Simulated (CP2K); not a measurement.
Crystal: Ga2O3.

```
CELL_PARAMETERS angstrom
3.09853 0.00000 0.00000
1.54791 2.68419 0.00000
-0.01917 -0.01108 7.68807
ATOMIC_POSITIONS crystal
Ga 0.66685 0.66685 0.31037
Ga 0.33315 0.33315 0.68963
O 0.00000 0.00000 0.50000
O 0.66820 0.66820 0.82365
O 0.33180 0.33180 0.17635
```

The cell was built by a generator and needn't be a form met in nature.

Base run:

```yaml
Program: CP2K 2026.2
Functional: LDA
Potentials_or_basis: POTENTIAL_UZH Ga GTH-PBE-q13, O GTH-PBE-q6; DZVP-MOLOPT-PBE-GTH basis
Density_cutoff: 11565 eV
k_mesh: 10 × 10 × 4
Occupations: fermi-dirac, width 0.05 eV
Spin: no spin polarisation
```

Its results: band gap on the k mesh 1.31 eV, direct; pressure -24.8 GPa; largest force 3.649 eV/Å.

Question: The run is repeated on the same cell with these changes: functional from LDA to revPBE. What comes out?

Answer: Band gap on the k mesh 1.52 eV, direct; pressure -15.7 GPa; largest force 3.393 eV/Å.

revPBE binds less tightly than LDA, so the same cell stands under more pressure.

Caveats: the potentials were made for another functional, which shifts forces and pressure; the basis of atomic orbitals isn't converged, which shifts pressures, moduli and gaps.

Not every run made on this cell is shown here.
